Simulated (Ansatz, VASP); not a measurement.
## InAs: VASP beside Ansatz

```xyz
2
Lattice="0.0000 3.0411 3.0411 3.0411 0.0000 3.0411 3.0411 3.0411 0.0000" Properties=species:S:1:pos:R:3 pbc="T T T"
In    0.0000    0.0000    0.0000
As    1.5205    1.5205    1.5205
```

Alike in both runs: functional r2SCAN; dispersion rVV10; k mesh 6 × 6 × 6; no spin polarisation.

Ansatz relaxed the structure, and its values are those at the end. VASP's run is a single point on that final structure, the one shown.

|  | VASP | Ansatz |
| --- | --- | --- |
| version | VASP 6.6.1 | Ansatz 0.2.0 |
| potentials or method | VASP PAW PBE potentials, release 64 (In_d, As) | plane waves, PAW |
| plane-wave cutoff (eV) | 520 | 550 |
| occupations | gaussian, width 0.01 eV | fixed |
| valence electrons in the cell | 18 | 28 |

|  | VASP | Ansatz | Ansatz less VASP |
| --- | --- | --- | --- |
| pressure (GPa) | 0.1 | 0.0 | -0.12 |

The two sets of potentials don't hold the same shells in valence.

Caveats: the PAW data sets were made with another functional, which shifts forces and pressure a little (VASP).
